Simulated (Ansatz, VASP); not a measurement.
**One calculation of Cs, two programs**

```
CELL_PARAMETERS angstrom
-2.69288 2.69288 3.80773
2.69288 -2.69288 3.80773
2.69288 2.69288 -3.80773
ATOMIC_POSITIONS crystal
Cs 0.00000 0.00000 0.00000
```

Alike in both runs: task single point; functional LDA; k mesh 12 × 12 × 12; occupations gaussian, width 0.15 eV; no spin polarisation.

|  | VASP | Ansatz |
| --- | --- | --- |
| version | VASP 6.6.1 | Ansatz 0.2.0 |
| potentials or method | VASP PAW LDA potentials, release 64 (Cs_sv) | scalar-relativistic, plane waves, PAW |
| plane-wave cutoff (eV) | 520 | 420 |
| valence electrons in the cell | 9 | 9 |

|  | VASP | Ansatz | Ansatz less VASP |
| --- | --- | --- | --- |
| gap on the k mesh at the Fermi level (eV) | none | none | - |
| pressure (GPa) | -0.3 | -0.3 | +0.01 |

A gap of «none» marks a metal or a gap that the smearing closes.

The runs have no spin-orbit coupling, so splittings on Cs are missing.
